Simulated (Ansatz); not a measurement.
# Cu2O (Pn-3m): how the settings move a single-point run

Aim: see which settings change the result for Cu2O (Pn-3m), by how much, and at what cost.

The COD entry's cell or inner coordinates are ideal or old and differ from later refinements, so a difference from it is no clean test against experiment.

Method: reference: DFT r2SCAN, scalar-relativistic, plane waves, PAW, unless a step's input says otherwise, in Ansatz 0.2.0.

1 further run of the same task is left out (it didn't finish). Runs told in other sessions of the task aren't counted.

## Step 1: The system as given

Symmetry: Pn-3m, No. 224, cubic system. Conventional cell: a = 4.246 Å, b = 4.246 Å, c = 4.246 Å, α = 90.00°, β = 90.00°, γ = 90.00°. Cu (site symmetry -3m) has 2 O at 1.84 Å in its first shell of neighbours. Around O (site symmetry -43m) lie 4 Cu at 1.84 Å.

As a file:

```xyz
6
Lattice="4.2457 0.0000 0.0000 0.0000 4.2457 0.0000 0.0000 0.0000 4.2457" Properties=species:S:1:pos:R:3 pbc="T T T"
Cu    1.0614    1.0614    1.0614
Cu    1.0614    3.1843    3.1843
Cu    3.1843    3.1843    1.0614
Cu    3.1843    1.0614    3.1843
O     0.0000    0.0000    0.0000
O     2.1228    2.1228    2.1228
```

## Step 2: Reference

Contents of input.yaml:

```yaml
crystal:
  lattice:
    - [4.2456863427, 0.0, 0.0]
    - [0.0, 4.2456863427, 0.0]
    - [0.0, 0.0, 4.2456863427]
  atoms:
    - { symbol: Cu, position: [0.25, 0.25, 0.25] }
    - { symbol: Cu, position: [0.25, 0.75, 0.75] }
    - { symbol: Cu, position: [0.75, 0.75, 0.25] }
    - { symbol: Cu, position: [0.75, 0.25, 0.75] }
    - { symbol: O, position: [0.0, 0.0, 0.0] }
    - { symbol: O, position: [0.5, 0.5, 0.5] }
basis:
  ecutwfc: 500
  ecutrho_ratio: 4
kpoints:
  mp_grid: { grid: [8, 8, 8] }
hamiltonian:
  xc: r2scan
scf:
  occupations: { method: gaussian, width: 0.05 }
output:
  forces: true
  stress: true
  eigenvalues: true
```

The run is started by

```
$ ansatz run input.yaml --threads 4 --pin off --max-ram 7168MiB --backend cpu --events-out ev --progress --plain --runs-dir out
```

From the output:

```text
[...]
Basis set: ecut = 500 eV, 1935 PW (Γ), exchange–correlation on 128×128×128 points (64 copies of the dense FFT grid, shifted against one another)
[...]
k-points: 35 of 512
[...]
SCF iter   1: F=—  HF=-27659.901015 eV  |F-HF|=—  |Δ(HF+E_count)|=         —  Δρ=3.50e-2  dr2=5.54e-1  dr2_τ=1.18e-1  ethr=1.77e-3  ⟨swp⟩=6.1  Hψ=6778  notcnv=0  defer=3
preconditioner: auto → Resta (q_TF=auto, 2.793 Å⁻¹)  ε∞=9.6  [insulator: Δε(μ)=0.778 eV  Ē_g=10.847 eV  σ=0.050 eV  W_gap=1.00  n_scr=26 (ndim 8)  ℏωp=31.8 eV  f_vac=0.022  D(μ)=0.00/eV (n_scr^D=0)  ε∞_Penn≈9.6]
SCF iter   2: F=—  HF=-27659.898683 eV  |F-HF|=—  |Δ(HF+E_count)|=   2.33e-3  Δρ=1.79e-2  dr2=1.19e-1  dr2_τ=5.95e-3  ethr=6.30e-4  ⟨swp⟩=2.6  Hψ=3086  notcnv=0  defer=103
[...]
SCF iter   7: F=—  HF=-27659.841870 eV  |F-HF|=—  |Δ(HF+E_count)|=   3.43e-6  Δρ=4.20e-5  dr2=1.15e-6  dr2_τ=4.17e-8  ethr=1.56e-8  ⟨swp⟩=2.0  Hψ=2525  notcnv=0  defer=41
SCF iter   8: F=-27659.841870 eV  HF=-27659.841870 eV  |F-HF|=3.21e-8  |Δ(HF+E_count)|=   1.48e-7  Δρ=8.46e-6  dr2=6.79e-8  dr2_τ=2.99e-9  ethr=1.14e-10  ⟨swp⟩=7.0  Hψ=7290  notcnv=0
[...]
SCF converged after 8 iterations
Free energy (F): -27659.841870 eV
[...]
E sigma→0 (E₀):  -27659.841870 eV
Fermi energy:    11.378069 eV
[...]
  P = ⅓ Tr σ = 0.0035 GPa (0.035 kbar)
[...]
```

Wall time 2.2 s (4 threads of Intel Xeon 6975P-C (Granite Rapids), shared host); peak memory 0.66 GiB.

## Step 3: Variant: mp_grid.grid [3, 3, 3]

Changes to input.yaml since step 2:

```diff
@@ -16,3 +16,3 @@
 kpoints:
-  mp_grid: { grid: [8, 8, 8] }
+  mp_grid: { grid: [3, 3, 3] }
 hamiltonian:
@@ -24,2 +24 @@
   stress: true
-  eigenvalues: true
```

The run is started by

```
$ ansatz run input.yaml --threads 4 --pin off --max-ram 7168MiB --backend cpu --events-out ev --progress --plain --runs-dir out
```

Output, shortened:

```text
Warning: RAYON_NUM_THREADS=4 ignored (pool sized by the plan → 4); use --threads N
[...]
Pseudopotentials: kind: paw
Pseudopotential: Cu, paw, valence charge 19, recommended cutoff 500 eV (meta_gga), Cu.paw.azcp
Pseudopotential: O, paw, valence charge 6, recommended cutoff 500 eV (meta_gga), O.paw.azcp
Functional definition: r2SCAN
[...]
Crystal: 6 atoms, lattice volume = 76.532 Å³
Basis set: ecut = 500 eV, 1935 PW (Γ), exchange–correlation on 128×128×128 points (64 copies of the dense FFT grid, shifted against one another)
Bands: 50, of which v1, the nominal top of the filled ones, is band 44 counted from 1 (43 counted from 0)
Symmetry: 48 space group operations
Space group: Pn-3m (ITA 224), of the structure as read, at distance tolerance 4.2e-5 Å
k-points: 4 of 27
[...]
SCF iter   1: F=—  HF=-27659.873705 eV  |F-HF|=—  |Δ(HF+E_count)|=         —  Δρ=3.56e-2  dr2=5.78e-1  dr2_τ=1.21e-1  ethr=1.77e-3  ⟨swp⟩=6.0  Hψ=716  notcnv=0
[...]
SCF iter   9: F=-27659.808993 eV  HF=-27659.808993 eV  |F-HF|=1.12e-9  |Δ(HF+E_count)|=   4.86e-9  Δρ=2.11e-6  dr2=2.63e-9  dr2_τ=1.27e-10  ethr=1.14e-10  ⟨swp⟩=4.0  Hψ=670  notcnv=0
[...]
SCF converged after 9 iterations
Free energy (F): -27659.808993 eV
[...]
E sigma→0 (E₀):  -27659.808993 eV
Fermi energy:    11.390972 eV
[...]
--- Forces (eV/Å), atoms counted from 1 ---
  atom   1  Cu     0.00000000    -0.00000000    -0.00000000
  atom   2  Cu     0.00000000    -0.00000000    -0.00000000
  atom   3  Cu     0.00000000    -0.00000000    -0.00000000
  atom   4  Cu     0.00000000    -0.00000000    -0.00000000
  atom   5  O      0.00000000    -0.00000000     0.00000000
  atom   6  O      0.00000000    -0.00000000     0.00000000
[...]
--- Stress (GPa, compression-positive) ---
        0.319884      -0.000000       0.000000
       -0.000000       0.319884       0.000000
        0.000000       0.000000       0.319884
  P = ⅓ Tr σ = 0.3199 GPa (3.199 kbar)
```

Run time: 0.68 s. Hardware: 4 threads of Intel Xeon 6975P-C (Granite Rapids), shared host; peak memory 0.51 GiB.

Changing the k-point mesh moves the energy by +5.5 meV/atom, and the pressure goes from 0.0 to 0.3 GPa. Sampling errors of the energy have no fixed sign. Cost: 9 SCF cycles against 8, 0.68 s against 2.2 s. These settings are too coarse to quote as the system's properties.

## Step 4: Changing settings: xc pbesol

Changes to input.yaml since step 2:

```diff
@@ -18,3 +18,3 @@
 hamiltonian:
-  xc: r2scan
+  xc: pbesol
 scf:
@@ -24,2 +24 @@
   stress: true
-  eigenvalues: true
```

The run is started by

```
$ ansatz run input.yaml --threads 4 --pin off --max-ram 7168MiB --backend cpu --events-out ev --progress --plain --runs-dir out
```

Output, shortened:

```text
Warning: RAYON_NUM_THREADS=4 ignored (pool sized by the plan → 4); use --threads N
[...]
Pseudopotentials: kind: paw
Pseudopotential: Cu, paw, valence charge 19, recommended cutoff 420 eV (normal), Cu.paw.azcp
Pseudopotential: O, paw, valence charge 6, recommended cutoff 420 eV (normal), O.paw.azcp
Functional definition: PBEsol
[...]
Crystal: 6 atoms, lattice volume = 76.532 Å³
Basis set: ecut = 500 eV, 1935 PW (Γ), exchange–correlation on 64×64×64 points (8 copies of the dense FFT grid, shifted against one another)
Bands: 50, of which v1, the nominal top of the filled ones, is band 44 counted from 1 (43 counted from 0)
Symmetry: 48 space group operations
Space group: Pn-3m (ITA 224), of the structure as read, at distance tolerance 4.2e-5 Å
k-points: 35 of 512
[...]
SCF iter   1: F=—  HF=-27474.008914 eV  |F-HF|=—  |Δ(HF+E_count)|=         —  Δρ=1.99e-2  dr2=1.98e-1  ethr=1.77e-3  ⟨swp⟩=6.1  Hψ=6320  notcnv=0
[...]
SCF iter   8: F=-27473.959529 eV  HF=-27473.959529 eV  |F-HF|=4.01e-9  |Δ(HF+E_count)|=   8.96e-9  Δρ=4.01e-6  dr2=8.16e-9  ethr=1.14e-10  ⟨swp⟩=3.0  Hψ=6288  notcnv=0
[...]
SCF converged after 8 iterations
Free energy (F): -27473.959529 eV
[...]
E sigma→0 (E₀):  -27473.959529 eV
Fermi energy:    11.265747 eV
[...]
--- Forces (eV/Å), atoms counted from 1 ---
  atom   1  Cu     0.00000000    -0.00000000     0.00000000
  atom   2  Cu     0.00000000    -0.00000000    -0.00000000
  atom   3  Cu     0.00000000    -0.00000000     0.00000000
  atom   4  Cu     0.00000000    -0.00000000     0.00000000
  atom   5  O      0.00000000    -0.00000000    -0.00000000
  atom   6  O     -0.00000000     0.00000000     0.00000000
[...]
--- Stress (GPa, compression-positive) ---
       -2.062375       0.000000       0.000000
        0.000000      -2.062375       0.000000
        0.000000       0.000000      -2.062375
  P = ⅓ Tr σ = -2.0624 GPa (-20.624 kbar)
```

Run time: 1.3 s. Hardware: 4 threads of Intel Xeon 6975P-C (Granite Rapids), shared host; peak memory 0.53 GiB.

A change of functional puts the total energy on another scale; the pressure goes from 0.0 to -2.1 GPa and the gap on the mesh goes from 0.79 to 0.52 eV. At this fixed cell a lower pressure means that this functional prefers a smaller volume than the reference. Cost: 1.3 s against 2.2 s.

## Step 5: Variant: xc_grid 1, scf.algorithm direct_min

Changes to input.yaml since step 2:

```diff
@@ -15,2 +15,3 @@
   ecutrho_ratio: 4
+  xc_grid: 1
 kpoints:
@@ -21,2 +22,3 @@
   occupations: { method: gaussian, width: 0.05 }
+  algorithm: direct_min
 output:
@@ -24,2 +26,5 @@
   stress: true
-  eigenvalues: true
+  write_density: true
+  write_potential: true
+  elf: true
+  volumetric_format: npy
```

The run is started by

```
$ ansatz run input.yaml --threads 4 --pin off --max-ram 7168MiB --backend cpu --events-out ev --progress --plain --runs-dir out
```

Output, shortened:

```text
Warning: RAYON_NUM_THREADS=4 ignored (pool sized by the plan → 4); use --threads N
[...]
Pseudopotentials: kind: paw
Pseudopotential: Cu, paw, valence charge 19, recommended cutoff 500 eV (meta_gga), Cu.paw.azcp
Pseudopotential: O, paw, valence charge 6, recommended cutoff 500 eV (meta_gga), O.paw.azcp
Functional definition: r2SCAN
[...]
Crystal: 6 atoms, lattice volume = 76.532 Å³
Basis set: ecut = 500 eV, 1935 PW (Γ)
Bands: 53, of which v1, the nominal top of the filled ones, is band 44 counted from 1 (43 counted from 0)
Symmetry: 48 space group operations
Space group: Pn-3m (ITA 224), of the structure as read, at distance tolerance 4.2e-5 Å
k-points: 35 of 512
[...]
SCF iter   1: F=—  HF=-27659.900856 eV  |F-HF|=—  |Δ(HF+E_count)|=         —  Δρ=3.49e-2  dr2=5.52e-1  dr2_τ=1.18e-1  ethr=1.77e-3  ⟨swp⟩=11.2  Hψ=8395  notcnv=0
[...]
SCF converged after 8 iterations
Stability not checked: this state was not tested for a lower state beside it, because a direct minimisation reached the state, and no test of it is asked (direct_minimisation; see scf.lower_state_search)
Free energy (F): -27659.842176 eV
[...]
E sigma→0 (E₀):  -27659.842176 eV
Fermi energy:    11.377929 eV
[...]
--- Forces (eV/Å), atoms counted from 1 ---
  atom   1  Cu     0.00000000    -0.00000000     0.00000000
  atom   2  Cu     0.00000000     0.00000000    -0.00000000
  atom   3  Cu     0.00000000    -0.00000000    -0.00000000
  atom   4  Cu     0.00000000     0.00000000     0.00000000
  atom   5  O     -0.00000000    -0.00000000    -0.00000000
  atom   6  O      0.00000000     0.00000000    -0.00000000
[...]
--- Stress (GPa, compression-positive) ---
        0.016398       0.000000       0.000000
        0.000000       0.016398       0.000000
        0.000000       0.000000       0.016398
  P = ⅓ Tr σ = 0.0164 GPa (0.164 kbar)
--- Band table (eV; the first three rows and the last of 35) ---
[...]
```

It took 9.2 s on 4 threads of Intel Xeon 6975P-C (Granite Rapids), shared host; peak memory 0.86 GiB.

Changing the numerical grids and solver leaves the energy as it was (-0.1 meV/atom).

## Step 6: Variant: symmetry.detect false, lower_state_search off, accuracy high

Changes to input.yaml since step 2:

```diff
@@ -12,2 +12,3 @@
     - { symbol: O, position: [0.5, 0.5, 0.5] }
+  symmetry: { detect: false }
 basis:
@@ -21,2 +22,3 @@
   occupations: { method: gaussian, width: 0.05 }
+  lower_state_search: "off"
 output:
@@ -24,2 +26,2 @@
   stress: true
-  eigenvalues: true
+accuracy: high
```

The run is started by

```
$ ansatz run input.yaml --threads 4 --pin off --max-ram 7168MiB --backend cpu --events-out ev --progress --plain --runs-dir out
```

Output, shortened:

```text
Warning: RAYON_NUM_THREADS=4 ignored (pool sized by the plan → 4); use --threads N
[...]
Pseudopotentials: kind: paw
Pseudopotential: Cu, paw, valence charge 19, recommended cutoff 500 eV (meta_gga), Cu.paw.azcp
Pseudopotential: O, paw, valence charge 6, recommended cutoff 500 eV (meta_gga), O.paw.azcp
Functional definition: r2SCAN
[...]
Crystal: 6 atoms, lattice volume = 76.532 Å³
Basis set: ecut = 500 eV, 1935 PW (Γ), exchange–correlation on 180×180×180 points (125 copies of the dense FFT grid, shifted against one another)
Bands: 50, of which v1, the nominal top of the filled ones, is band 44 counted from 1 (43 counted from 0)
Symmetry: 1 space group operations
k-points: 260 of 512 (time reversal used)
[...]
SCF iter   1: F=-27659.463766 eV  HF=-27659.901035 eV  |F-HF|=4.37e-1  |Δ(HF+E_count)|=         —  Δρ=3.50e-2  dr2=5.55e-1  dr2_τ=1.18e-1  ethr=1.77e-3  ⟨swp⟩=6.0  Hψ=48557  notcnv=0
[...]
SCF iter  14: F=-27659.841877 eV  HF=-27659.841877 eV  |F-HF|=7.28e-12  |Δ(HF+E_count)|=  4.37e-11  Δρ=1.07e-7  dr2=7.02e-12  dr2_τ=2.70e-13  ethr=1.00e-12  ⟨swp⟩=4.0  Hψ=43220  notcnv=0
[...]
SCF converged after 14 iterations
Free energy (F): -27659.841877 eV
[...]
E sigma→0 (E₀):  -27659.841877 eV
Fermi energy:    11.378171 eV
[...]
--- Forces (eV/Å), atoms counted from 1 ---
  atom   1  Cu     0.00000004     0.00000004     0.00000004
  atom   2  Cu     0.00000004    -0.00000004    -0.00000004
  atom   3  Cu    -0.00000004    -0.00000004     0.00000004
  atom   4  Cu    -0.00000004     0.00000004    -0.00000004
  atom   5  O      0.00000037    -0.00000052     0.00000017
  atom   6  O     -0.00000037     0.00000052    -0.00000016
[...]
--- Stress (GPa, compression-positive) ---
        0.003354      -0.000001       0.000002
       -0.000001       0.003354      -0.000001
        0.000002      -0.000001       0.003354
  P = ⅓ Tr σ = 0.0034 GPa (0.034 kbar)
```

It took 33 s on 4 threads of Intel Xeon 6975P-C (Granite Rapids), shared host; peak memory 1.3 GiB.

Changing the use of symmetry, search for lower states and accuracy level hardly moves the energy: 0.0 meV/atom. Cost: 14 SCF cycles against 8, 33 s against 2.2 s.

## Step 7: Changing settings: symmetry.detect false, ecutwfc 300 eV

Changes to input.yaml since step 2:

```diff
@@ -12,4 +12,5 @@
     - { symbol: O, position: [0.5, 0.5, 0.5] }
+  symmetry: { detect: false }
 basis:
-  ecutwfc: 500
+  ecutwfc: "300 eV"
   ecutrho_ratio: 4
@@ -24,2 +25 @@
   stress: true
-  eigenvalues: true
```

The run is started by

```
$ ansatz run input.yaml --threads 4 --pin off --max-ram 7168MiB --backend cpu --events-out ev --progress --plain --runs-dir out
```

Output, shortened:

```text
Warning: basis.ecutwfc = 300 eV is below the records' recommended 500 eV, and the density's cutoff is lower with it unless basis.ecutrho_ratio is high enough to keep the records' density cutoff: compare with a run at a higher cutoff
Warning: basis.ecutrho_ratio = 4 (ecutrho = 1200 eV) is below the records' recommended 2000 eV
Warning: RAYON_NUM_THREADS=4 ignored (pool sized by the plan → 4); use --threads N
[...]
Pseudopotentials: kind: paw
Pseudopotential: Cu, paw, valence charge 19, recommended cutoff 500 eV (meta_gga), Cu.paw.azcp
Pseudopotential: O, paw, valence charge 6, recommended cutoff 500 eV (meta_gga), O.paw.azcp
Functional definition: r2SCAN
[...]
Crystal: 6 atoms, lattice volume = 76.532 Å³
Basis set: ecut = 300 eV, 895 PW (Γ), exchange–correlation on 96×96×96 points (64 copies of the dense FFT grid, shifted against one another)
Bands: 50, of which v1, the nominal top of the filled ones, is band 44 counted from 1 (43 counted from 0)
Symmetry: 1 space group operations
k-points: 260 of 512 (time reversal used)
[...]
SCF iter   1: F=—  HF=-27658.139808 eV  |F-HF|=—  |Δ(HF+E_count)|=         —  Δρ=3.49e-2  dr2=5.15e-1  dr2_τ=1.07e-1  ethr=1.77e-3  ⟨swp⟩=6.1  Hψ=42608  notcnv=0
[...]
SCF iter  10: F=-27658.131496 eV  HF=-27658.131496 eV  |F-HF|=2.39e-9  |Δ(HF+E_count)|=   9.77e-8  Δρ=2.76e-6  dr2=3.19e-9  dr2_τ=2.62e-10  ethr=1.14e-10  ⟨swp⟩=3.5  Hψ=36594  notcnv=0
[...]
SCF converged after 10 iterations
Free energy (F): -27658.131496 eV
[...]
E sigma→0 (E₀):  -27658.131496 eV
Fermi energy:    11.291750 eV
[...]
--- Forces (eV/Å), atoms counted from 1 ---
  atom   1  Cu     0.00000010     0.00000010     0.00000011
  atom   2  Cu     0.00000010    -0.00000010    -0.00000011
  atom   3  Cu    -0.00000011    -0.00000010     0.00000010
  atom   4  Cu    -0.00000009     0.00000010    -0.00000010
  atom   5  O     -0.00000320     0.00000217    -0.00000800
  atom   6  O      0.00000321    -0.00000213     0.00000802
[...]
--- Stress (GPa, compression-positive) ---
       -0.807243       0.000030      -0.000008
        0.000030      -0.807243       0.000012
       -0.000008       0.000012      -0.807243
  P = ⅓ Tr σ = -0.8072 GPa (-8.072 kbar)
```

Run time: 10 s. Hardware: 4 threads of Intel Xeon 6975P-C (Granite Rapids), shared host; peak memory 0.74 GiB.

Changing the use of symmetry and cutoff moves the energy by +285.1 meV/atom, and the pressure goes from 0.0 to -0.8 GPa. The lower cutoff gives the higher energy: the smaller basis describes the state less well. The log warns that the cutoff is under what these potentials recommend, so the shift is basis error. Cost: 10 SCF cycles against 8, 10 s against 2.2 s. These settings are too coarse to quote as the system's properties.

## Step 8: Comparison

```csv
run,ending,energy change,pressure (GPa),gap (eV),force (eV/Å),cycles,time
reference,converged,0,0.0,0.79,0.00,8,2.2 s
"1: mp_grid.grid [3, 3, 3]",converged,+5.5 meV/atom,0.3,0.80,0.00,9,0.68 s
2: xc pbesol,converged,not comparable,-2.1,0.52,0.00,8,1.3 s
"3: xc_grid 1, scf.algorithm direct_min",converged,-0.1 meV/atom,0.0,0.79,0.00,8,9.2 s
"4: symmetry.detect false, lower_state_search off, accuracy high",converged,0.0 meV/atom,0.0,0.79,0.00,14,33 s
"5: symmetry.detect false, ecutwfc 300 eV",converged,+285.1 meV/atom,-0.8,0.78,0.00,10,10 s
```

Times don't compare one to one where runs were asked for different outputs or read a saved state (see the inputs); cycles may leave out searches for a lower state.

Residual by cycle in the longest SCF loop of each run; runs are numbered as in the table. The quantity is the density residual dr2, in eV.

```csv
cycle,reference,run 1,run 2,run 3,run 4,run 5
1,0.554,0.578,0.198,0.552,0.555,0.515
2,0.119,0.109,0.0434,0.0953,0.108,0.0531
3,0.0325,0.0365,0.00737,0.00956,0.0339,0.151
5,2.5e-4,3.2e-4,8.7e-5,4.4e-5,2.7e-4,7.5e-4
6,1.4e-5,2.3e-5,4.3e-6,9.7e-6,1.7e-5,2.8e-5
7,1.2e-6,1.9e-6,1.5e-6,2.0e-7,9.9e-6,1.5e-5
8,6.8e-8,1.0e-7,8.2e-9,1.6e-8,1.5e-6,8.5e-6
9,-,2.6e-9,-,-,1.3e-7,1.3e-7
10,-,-,-,-,5.3e-9,3.2e-9
12,-,-,-,-,8.4e-10,-
13,-,-,-,-,2.0e-10,-
14,-,-,-,-,7.0e-12,-
```

Of the converged runs whose energies compare with the reference's, «symmetry.detect false, ecutwfc 300 eV» moves the energy most (+285.1 meV/atom) and «symmetry.detect false, lower_state_search off, accuracy high» least (0.0 meV/atom). Run 5 ran under the cutoff that the potentials recommend, as the log warns, so basis error is mixed into its values.

These are semilocal Kohn-Sham gaps, which aren't the measured quantity. Such gaps usually fall short of the measured ones.
